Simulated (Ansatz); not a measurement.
# BaTe: computed DOS

```cif
data_structure
_symmetry_space_group_name_H-M 'F-43m'
_symmetry_Int_Tables_number 216
_cell_length_a 7.8329
_cell_length_b 7.8329
_cell_length_c 7.8329
_cell_angle_alpha 90.000
_cell_angle_beta 90.000
_cell_angle_gamma 90.000
_cell_volume 480.59
loop_
_atom_site_label
_atom_site_type_symbol
_atom_site_symmetry_multiplicity
_atom_site_Wyckoff_symbol
_atom_site_fract_x
_atom_site_fract_y
_atom_site_fract_z
_atom_site_occupancy
Ba1 Ba 4 a 0.00000 0.00000 0.00000 1
Te1 Te 4 d 0.25000 0.25000 0.75000 1
```

The runs use the primitive cell with vectors (0.000, 3.916, 3.916), (3.916, 0.000, 3.916), (3.916, 3.916, 0.000) Å, to which the k mesh refers.

The cell was built from the zincblende type and relaxed in the same program, and has space group F-43m; it needn't be a known or the stable phase.

No spin–orbit coupling, which matters for the heavy atoms here.

Method: DFT, PBE, all-electron LAPW, scalar-relativistic (Ansatz 0.2.0).

Sampling and basis: a Γ-centred 11×11×11 k mesh, Fermi–Dirac smearing of 0.05 eV, basis error target 0.5 meV/atom, no spin polarisation.

States per eV and cell, averaged over 0.6 eV, from -12.4 to 4.2 eV, with energies (bin centres) from the valence-band top; empty bins are left out. The partial columns, the largest 4 alone, are projections on Löwdin-orthogonalised atomic shells (those that the program's projection atoms carry: the occupied ones and, for some elements, an empty d or f shell; other empty shells have no column), summed over atoms of an element. Weights on diffuse s and p shells depend on that basis and aren't pure angular character.

| E (eV) | total | Ba 5p | Te 5p | Te 5s | Ba 6s |
| --- | --- | --- | --- | --- | --- |
| -12.2 | 10.00 | 9.70 | 0.13 | 0.15 | 0.02 |
| -8.6 | 3.33 | 0.17 | 0.00 | 2.96 | 0.19 |
| -0.8 | 3.32 | 0.02 | 2.71 | 0.02 | 0.45 |
| -0.2 | 6.68 | 0.10 | 6.19 | 0.00 | 0.03 |
| 2.8 | 0.91 | 0.00 | 0.01 | 0.01 | 0.08 |
| 3.4 | 2.06 | 0.00 | 0.08 | 0.04 | 0.29 |
| 4.0 | 4.56 | 0.00 | 0.12 | 0.04 | 0.37 |

**Question.** Which of the resolved shells contributes most in the top eV of the valence band?

**Answer.** Te 5p, with 89 % of all states there; Ba 6s follows with 5 %.
